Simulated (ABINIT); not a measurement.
**W in ABINIT: the effect of functional**

The system is W.

```
CELL_PARAMETERS angstrom
0.00000 2.03000 2.03000
2.03000 0.00000 2.03000
2.03000 2.03000 0.00000
ATOMIC_POSITIONS crystal
W 0.00000 0.00000 0.00000
```

This isn't the form of W at room conditions, which is bcc.

Alike in all runs:

| Property | Result |
| --- | --- |
| Program | ABINIT 10.8.3 (patched build) |
| Task | band structure |
| Potentials or basis | JTH PAW PBE v2.0 |
| Cutoff | 517 eV |
| k mesh | 11 × 11 × 11 |
| Occupations | fermi-dirac, width 0.05 eV |
| Spin | no spin polarisation |

| functional | pressure (GPa) |
| --- | --- |
| LDA | -17.3 |
| PBEsol | -12.4 |
| BLYP | 5.0 |
| AM05 | -14.0 |
| r2SCAN | -8.8 |
| SCAN | ? |

Question: What does the run with functional SCAN give?

Answer: Pressure -15.8 GPa.

Caveats: the PAW data sets were made with another functional, which shifts forces and pressure a little.
